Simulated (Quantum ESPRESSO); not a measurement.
## CaO in Quantum ESPRESSO: the effect of target pressure

CaO:

```
Ca O
1.0
     0.00000    2.40356    2.40356
     2.40356    0.00000    2.40356
     2.40356    2.40356    0.00000
Ca O
1 1
Direct
  0.00000 0.00000 0.00000
  0.50000 0.50000 0.50000
```

The cell is a database's computed one.

Alike in all runs:

```yaml
Program: Quantum ESPRESSO 7.5
Task: relaxation of cell and atoms
Functional: PBE
Potentials_or_basis: SSSP 1.3 efficiency PBE
Cutoff: 857 eV
Density_cutoff: 6884 eV
k_mesh: 10 × 10 × 10
Occupations: fermi-dirac, width 0.05 eV
Spin: no spin polarisation
```

Each run relaxes the cell or the atoms first.

One run gave: relaxed volume 12.23 Å³/atom; gap on the mesh 3.58 eV. Which target pressure did it use?
A. 2 GPa
B. 30 GPa
C. 20 GPa
D. 10 GPa
E. 5 GPa

C.

```tsv
target pressure	relaxed volume (Å³/atom)	gap on the mesh (eV)
0 GPa	14.06	3.66
2 GPa	13.81	3.65
5 GPa	13.47	3.64
10 GPa	12.99	3.63
20 GPa	12.23	3.58
30 GPa	11.66	3.53
```

Caveats: the volume moved by over 15 % at a fixed basis, so the end points are rough (some runs).

A k mesh can miss the band edges.
